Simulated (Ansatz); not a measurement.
# 3-layer honeycomb SiC (AA') in a perpendicular field, part 2 of 3

Wanted: the out-of-plane response of the 3-layer honeycomb SiC (AA'). A positive field points along +c.

Ansatz 0.2.0; plane-wave DFT, PBE-D3(BJ), Ansatz PAW.

So far. Step 2 (Relaxation): The lattice constant a goes from 3.100 to 3.128 Å.

### Step 3. Atoms held, field 0, start network

A sawtooth potential applies the field, turning back in the middle of the vacuum. With the dipole correction the typed value is the field outside the slab. The induced dipole is small, so the SCF threshold is tight.

The cell differs from the one that the last finished run ended in (c 44.400 → 22.925 Å).

File input.yaml:

```yaml
crystal:
  lattice:
    - [3.1275160833, 0.0, 0.0]
    - [-1.5637580417, 2.7085083789, 0.0]
    - [0.0, 0.0, 22.9252167654]
  atoms:
    - { symbol: C, position: [0.6666666667, 0.3333333333, 0.3925808027] }
    - { symbol: Si, position: [0.3333333333, 0.6666666667, 0.3980279901] }
    - { symbol: C, position: [0.3333333333, 0.6666666667, 0.5] }
    - { symbol: Si, position: [0.6666666667, 0.3333333333, 0.5] }
    - { symbol: C, position: [0.6666666667, 0.3333333333, 0.6074191973] }
    - { symbol: Si, position: [0.3333333333, 0.6666666667, 0.6019720099] }
kpoints:
  mp_grid: { grid: [18, 18, 1] }
  band_path:
    path: [[0, 0, 0], [0.5, 0, 0], [0.33333333, 0.33333333, 0], [0, 0, 0]]
    npoints: 16
hamiltonian:
  xc: pbe
  dispersion: d3bj
scf:
  occupations: { method: fermi_dirac, width: 0.02585 }
  convergence: { dr2_threshold: 1.0e-10 }
efield:
  axis: 3
  dipole_correction: true
  ramp_position: 0.97
  ramp_width: 0.06
  amplitude: 0
output:
  dos: { projected: true, e_range: [-6, 5] }
  write_potential: true
  write_density: true
  volumetric_format: npy
  elf: true
```

Started as:

```
$ ansatz run input.yaml --threads 2 --pin off --max-ram 3072MiB --backend cpu --events-out ev --progress --plain --runs-dir out
```

Numbers of over 12 decimals in the logs are rounded to 6 here.

The program printed:

```text
[...]
Crystal: 6 atoms, lattice volume = 194.197 Å³
Basis set: ecut = 420 eV, 3785 PW (Γ)
Bands: 18, of which v1, the nominal top of the filled ones, is band 12 counted from 1 (11 counted from 0)
Symmetry: 6 space group operations
k-points: 37 of 324 (time reversal used)
[...]
SCF iter   1: F=—  HF=-2660.115503 eV  |F-HF|=—  |Δ(HF+E_count)|=         —  Δρ=2.93e-3  dr2=1.77e-2  ethr=1.77e-3  p=0.000 e·Å  D=6.67e-15 V/Å  ΔV_dip=-0.00 eV  dr2_dipole=8.27e-9  V_vac-E_F(+/−)=4.09/4.09 eV  ⟨swp⟩=10.9  Hψ=5596  notcnv=0
efield: sawtooth ramp at fractional position 0.9700 (set: `efield.ramp_position`, or a place that a band, a saddle search or an elastic batch's reference lends), width 0.0600; the density the first Hamiltonian is built on has a dipole p = 0.000 e·Å; the dipole correction subtracts the counter field D = 6.67e-15 V/Å, which shifts the + side's vacuum level by -0.00 eV against the − side's; the planar-averaged density in the ramp window peaks in size at 3.5e-6 e/Å³
[...]
SCF iter   2: F=—  HF=-2660.114135 eV  |F-HF|=—  |Δ(HF+E_count)|=   1.37e-3  Δρ=1.39e-3  dr2=6.57e-3  ethr=7.36e-5  p=0.000 e·Å  D=6.21e-5 V/Å  ΔV_dip=-0.00 eV  dr2_dipole=9.20e-8  V_vac-E_F(+/−)=4.32/4.32 eV  ⟨swp⟩=3.4  Hψ=1734  notcnv=0  defer=53
[...]
SCF iter  12: F=-2660.113618 eV  HF=-2660.113618 eV  |F-HF|=6.37e-12  |Δ(HF+E_count)|=  2.73e-11  Δρ=7.51e-8  dr2=1.42e-11  ethr=1.00e-12  p=-0.000 e·Å  D=-4.16e-7 V/Å  ΔV_dip=0.00 eV  dr2_dipole=3.80e-13  V_vac-E_F(+/−)=4.27/4.27 eV  ⟨swp⟩=10.5  Hψ=2329  notcnv=0
SCF 1 converged in 12 iterations: F = -2660.113618 eV  dr2 = 1.42e-11
[...]
NSCF: frozen V_eff on 49 k-points
efield: sawtooth ramp at fractional position 0.9700 (kept from the solve that this one continues, or follows in the run), width 0.0600; the density the first Hamiltonian is built on has a dipole p = -0.000 e·Å; the dipole correction subtracts the counter field D = -4.16e-7 V/Å, which shifts the + side's vacuum level by +0.00 eV against the − side's; the planar-averaged density in the ramp window peaks in size at 7.8e-8 e/Å³
[...]
SCF converged after 12 iterations
Free energy (F): -2660.113618 eV
[...]
Internal energy: -2660.113618 eV  (E = F + TS)
E sigma→0 (E₀):  -2660.113618 eV
Fermi energy:    0.639664 eV
Dipole field:    D = 0.000000 V/Å  (p = 0.000000 e·Å, saw-weighted, corrected)
Work function:   Φ+ = 4.2709 eV   Φ− = 4.2709 eV
Levels:          The Fermi level and band energies are counted from a zero that moves with the ramp; work functions are not
[...]
--- Band table (eV; the first three rows and the last of 37) ---
  k-point 0: bands = [... 8 lower, -2.0619, -1.8025, -1.8025, -0.9027, 3.1481, 3.7187, 4.2983, 4.9379, ... 2 higher]
  k-point 1: bands = [... 8 lower, -2.1266, -2.0053, -1.8469, -0.8163, 3.3289, 3.7909, 4.3224, 5.0042, ... 2 higher]
  k-point 2: bands = [... 8 lower, -2.5505, -2.3032, -1.9743, -0.6631, 3.5698, 3.9822, 4.3454, 4.8951, ... 2 higher]
  k-point 36: bands = [... 8 lower, -5.5748, -3.1283, -2.4419, -0.6155, 2.6628, 3.7166, 4.7353, 4.9967, ... 2 higher]
```

Wall time 24 s (2 threads of Arm Neoverse N1, shared host); peak memory 0.45 GiB; 47 s of CPU time.

This step gave:

| Quantity | Value |
| --- | --- |
| gap on the k-mesh | 2.021 eV |
| dipole along the normal | 4.57e-7 e·Å |
| gap along the path | 2.013 eV |
| smallest direct gap along the path | 2.718 eV |
| ionisation energy, upper face | 5.282 eV |
| electron affinity, upper face | 3.269 eV |
| gap, the smaller of path and mesh | 2.013 eV |

Running mean over a fixed 2.7 Å (it still follows the layers) of the planar mean; the ramp of the sawtooth is left out. The electron's electrostatic potential energy less the Fermi level by z:

```
z (Å)  electron's electrostatic potential energy less the Fermi level (eV)
    4                                                                 4.27
    5                                                                 4.27
    6                                                                 4.21
    7                                                                 3.27
    8                                                                -4.10
    9                                                                -7.67
   10                                                                -10.6
   11                                                                -9.33
   12                                                                -9.53
   13                                                                -10.3
   14                                                                -7.56
   15                                                                -3.48
   16                                                                 3.46
   17                                                                 4.22
   18                                                                 4.27
   19                                                                 4.27
```

The density of states has structure finer than the step of the table below, so its rows give means over 0.2 eV, whole bins alone (the curve runs from -6 to 2.99 eV). Peaks (eV: height): -4.13: 3.48, -3.74: 3.58, -3.46: 3.47, -2.58: 4.07, -1.09: 4.29, 2.08: 4.82, 2.63: 3.56.

Table of density of states by energy, zero at the Fermi level of the run, which the smearing sets inside the gap; means over each step:

```
energy (eV)  density of states (states/eV a cell)
       -5.8                                  2.91
       -5.6                                  2.76
       -5.4                                  2.38
       -5.2                                  2.51
       -5.0                                  2.41
       -4.8                                  2.78
       -4.6                                  2.57
       -4.4                                  3.11
       -4.2                                  3.13
       -4.0                                  2.66
       -3.8                                  2.98
       -3.6                                  1.76
       -3.4                                  2.27
       -3.2                                  1.85
       -3.0                                  1.89
       -2.8                                  1.92
       -2.6                                  2.49
       -2.4                                  2.00
       -2.2                                  1.42
       -2.0                                  1.43
       -1.8                                  1.83
       -1.6                                  1.44
       -1.4                                  1.73
       -1.2                                  2.17
       -1.0                                  1.33
       -0.8                                     0
       -0.6                                     0
       -0.4                                     0
       -0.2                                     0
        0.0                                     0
        0.2                                     0
        0.4                                     0
        0.6                                     0
        0.8                                     0
        1.0                                 0.216
        1.2                                 0.672
        1.4                                 0.543
        1.6                                 0.604
        1.8                                  1.26
        2.0                                  2.46
        2.2                                  2.87
        2.4                                  2.51
        2.6                                  2.96
        2.8                                  2.78
```

Projected DOS per atom over height of the atomic layer and energy from the Fermi level. Layers: SiC SiC SiC from below.

Ten even steps from '_' (0.000 states/eV) to '@' (0.583 states/eV), each cell a mean:
```
**@@**
**++**
**==**
..::..
__::__
______
______
______
______
......
++++++
++--++
==--==
**==**
**::**
##::##
%%==%%
@@**@@
%%**%%
**##**
++@@++
##@@##
```
Columns: height of the atomic layer (Å) from 9.06 to 13.9; rows upwards: energy from the Fermi level (eV) from -5.96 to 2.95.

Electronic bands along the path, in eV, zero at the Fermi level of the run, which the smearing sets inside the gap:

```
  point  band 9  band 10  band 11  band 12  band 13  band 14  band 15  band 16
      Γ   -2.70    -2.44    -2.44    -1.54     2.51     3.08     3.66     4.30
halfway   -3.60    -3.47    -3.14    -1.09     1.91     2.81     3.72     3.77
      M   -4.27    -3.72    -2.62    -2.02     1.01     1.66     1.99     3.50
halfway   -4.99    -4.43    -2.64    -1.62     2.05     2.69     3.04     4.52
      K   -6.21    -3.77    -3.08    -1.26     2.02     3.08     4.10     4.36
halfway   -4.48    -3.92    -3.13    -1.05     2.77     3.18     3.96     4.49
      Γ   -2.70    -2.44    -2.44    -1.54     2.51     3.08     3.66     4.30
```

Valence density in the ca plane at fractional y = 0.333, with atoms of C and Si within 0.2 Å of it. It is the smooth field of the valence electrons, not physical close to the nuclei.

Values in e/Å³, 5 rows by 16 columns, each cell a mean:
```
0.0 0.0 0.0 0.0 0.0 0.0 0.0 0.6 0.9 0.3 0.4 0.3 0.7 0.8 0.1 0.0
0.0 0.0 0.0 0.0 0.0 0.0 0.1 0.9 1.4 0.3 0.2 0.3 1.1 1.3 0.1 0.0
0.0 0.0 0.0 0.0 0.0 0.0 0.0 0.6 0.9 0.3 0.4 0.3 0.7 0.8 0.1 0.0
0.0 0.0 0.0 0.0 0.0 0.0 0.0 0.2 0.4 0.2 0.5 0.2 0.3 0.3 0.0 0.0
0.0 0.0 0.0 0.0 0.0 0.0 0.0 0.2 0.3 0.2 0.5 0.2 0.3 0.3 0.0 0.0
```
Columns run along c (16.0 Å, from fractional 0.05 to 0.74 of the cell), rows up along a (3.1 Å). Atoms in or near the plane, at fractional coordinates: C at (0.39, 0.67), Si at (0.50, 0.67), C at (0.61, 0.67).

Electrostatic potential energy in the ca plane at fractional y = 0.333, with atoms of C and Si within 0.2 Å of it. With pseudopotentials it is smooth inside the atoms' cores, unlike the true potential.

Values in eV, 5 rows by 16 columns, each cell a mean:
```
  5   5   5   5   5   5   5  -5 -13  -3 -31  -8  -8 -11   4   5
  5   5   5   5   5   5   5 -21 -37  -9 -53 -19 -26 -33   4   5
  5   5   5   5   5   5   5  -6 -14  -4 -31  -8  -9 -12   4   5
  5   5   5   5   5   5   4  -2  -7   0  -4   0  -6  -4   4   5
  5   5   5   5   5   5   4  -2  -7   0  -3   0  -5  -4   4   5
```
Columns run along c (16.0 Å, from fractional 0.05 to 0.74 of the cell; values clipped at the 3rd and 97th percentile), rows up along a (3.1 Å). Atoms in or near the plane, at fractional coordinates: C at (0.39, 0.67), Si at (0.50, 0.67), C at (0.61, 0.67).

ELF in the ca plane at fractional y = 0.333, with atoms of C and Si within 0.2 Å of it. It is the smooth field of the valence electrons, not physical close to the nuclei.

Ten even steps from '0' (0.00) to '9' (0.83), each cell a mean:
```
00000000000000001247999974368864369999853100
00000000000000001468975786432234588669874210
00000000000000002468840587522325687128975210
00000000000000001368986885443334578779874210
00000000000000000247999973368874368999752100
00000000000000000024677642368874236776421000
00000000000000000012344322367864223444210000
00000000000000000124688742368974246887521000
```
Columns run along c (16.0 Å, from fractional 0.05 to 0.74 of the cell), rows up along a (3.1 Å). Atoms in or near the plane, at fractional coordinates: C at (0.39, 0.67), Si at (0.50, 0.67), C at (0.61, 0.67).

The gap is 2.01 eV, with the valence edge 5.28 eV and the conduction edge 3.27 eV under the upper vacuum level.

### Step 4. Atoms held, field 0.1 V/Å

input.yaml, as its differences from that of step 3:

```diff
@@ -26,7 +26,6 @@
   dipole_correction: true
-  ramp_position: 0.97
-  ramp_width: 0.06
-  amplitude: 0
+  ramp_position: 0.9426
+  ramp_width: 0.1147
+  amplitude: 0.1
 output:
-  dos: { projected: true, e_range: [-6, 5] }
   write_potential: true
@@ -34,2 +33 @@
   volumetric_format: npy
-  elf: true
```

The program printed:

```text
[...]
Crystal: 6 atoms, lattice volume = 194.197 Å³
Basis set: ecut = 420 eV, 3785 PW (Γ)
Bands: 18, of which v1, the nominal top of the filled ones, is band 12 counted from 1 (11 counted from 0)
Symmetry: 6 space group operations
k-points: 37 of 324 (time reversal used)
[...]
k-point 0: bands = [... 8 lower, -2.0633, -1.8022, -1.8022, -0.9032, 3.1476, 3.6778, 4.2883, 4.8542, ... 2 higher]
  k-point 1: bands = [... 8 lower, -2.1278, -2.0052, -1.8466, -0.8168, 3.3283, 3.7472, 4.3220, 4.9094, ... 2 higher]
  k-point 2: bands = [... 8 lower, -2.5505, -2.3043, -1.9742, -0.6636, 3.5685, 3.9317, 4.3665, 4.8896, ... 2 higher]
  k-point 36: bands = [... 8 lower, -5.5751, -3.1288, -2.4426, -0.6158, 2.6620, 3.7160, 4.7348, 4.9962, ... 2 higher]
[key lines of the parts left out:]
SCF converged after 15 iterations
Free energy (F): -2660.115307 eV
Fermi energy:    0.639154 eV
Dipole field:    D = 0.031476 V/Å  (p = 0.033780 e·Å, saw-weighted, corrected)
```

Elapsed: 29 s, on 2 threads; peak memory 0.43 GiB.

The dipole is 0.0338 e·Å, and the gap 2.013 eV.

### Step 5. Single point, field -0.1 V/Å

input.yaml, as its differences from that of step 4:

```diff
@@ -28,3 +28,3 @@
   ramp_width: 0.1147
-  amplitude: 0.1
+  amplitude: -0.1
 output:
```

The program printed:

```text
[...]
Crystal: 6 atoms, lattice volume = 194.197 Å³
Basis set: ecut = 420 eV, 3785 PW (Γ)
Bands: 18, of which v1, the nominal top of the filled ones, is band 12 counted from 1 (11 counted from 0)
Symmetry: 6 space group operations
k-points: 37 of 324 (time reversal used)
[...]
k-point 0: bands = [... 8 lower, -2.0634, -1.8024, -1.8024, -0.9034, 3.1474, 3.6777, 4.2882, 4.8544, ... 2 higher]
  k-point 1: bands = [... 8 lower, -2.1280, -2.0054, -1.8467, -0.8170, 3.3281, 3.7470, 4.3218, 4.9096, ... 2 higher]
  k-point 2: bands = [... 8 lower, -2.5507, -2.3045, -1.9743, -0.6637, 3.5683, 3.9315, 4.3663, 4.8894, ... 2 higher]
  k-point 36: bands = [... 8 lower, -5.5753, -3.1289, -2.4427, -0.6160, 2.6619, 3.7159, 4.7347, 4.9960, ... 2 higher]
[key lines of the parts left out:]
SCF converged after 15 iterations
Free energy (F): -2660.115307 eV
Fermi energy:    0.638996 eV
Dipole field:    D = -0.031486 V/Å  (p = -0.033791 e·Å, saw-weighted, corrected)
```

Wall time 29 s (2 threads); peak memory 0.43 GiB; 56 s of CPU time.

The dipole is -0.0338 e·Å, and the gap 2.013 eV.

### Step 6. Atoms held, field 0.2 V/Å

input.yaml, as its differences from that of step 5:

```diff
@@ -28,3 +28,3 @@
   ramp_width: 0.1147
-  amplitude: -0.1
+  amplitude: 0.2
 output:
```

The program printed:

```text
[...]
Crystal: 6 atoms, lattice volume = 194.197 Å³
Basis set: ecut = 420 eV, 3785 PW (Γ)
Bands: 18, of which v1, the nominal top of the filled ones, is band 12 counted from 1 (11 counted from 0)
Symmetry: 6 space group operations
k-points: 37 of 324 (time reversal used)
[...]
k-point 0: bands = [... 8 lower, -2.0674, -1.8013, -1.8013, -0.9049, 3.1457, 3.5566, 4.2319, 4.6925, ... 2 higher]
  k-point 1: bands = [... 8 lower, -2.1317, -2.0051, -1.8459, -0.8185, 3.3263, 3.6210, 4.2897, 4.7232, ... 2 higher]
  k-point 2: bands = [... 8 lower, -2.5510, -2.3078, -1.9739, -0.6652, 3.5633, 3.7997, 4.3965, 4.7797, ... 2 higher]
  k-point 36: bands = [... 8 lower, -5.5761, -3.1305, -2.4446, -0.6171, 2.6597, 3.7141, 4.7334, 4.9943, ... 2 higher]
[key lines of the parts left out:]
SCF converged after 16 iterations
Free energy (F): -2660.120375 eV
Fermi energy:    0.637444 eV
Dipole field:    D = 0.062979 V/Å  (p = 0.067589 e·Å, saw-weighted, corrected)
```

Run time: 29 s. Hardware: 2 threads; peak memory 0.43 GiB.

The dipole is 0.0676 e·Å, and the gap 2.013 eV.

[end of part 2 of 3]

[Logs are printed without paths, hosts, clocks, repeated set-up lines and the standing remarks that a program may print on its own settings, such as how far it seeks lower states.]

[Hosts, paths, dates, database ids (printed as entryN), source tags and the programs' standing remarks are cut or masked in the printed files.]

[Maps of the electrostatic potential energy from Ansatz leave out the sawtooth potential of an applied field or a dipole correction, so their vacuum need not be flat; planar profiles and work functions include it.]

[The density of states shown here was stored with 400 of the rows of the run's finer table, so its peaks can read low, often by over a quarter, or be missed, and its means over a window can be off by a tenth or more.]
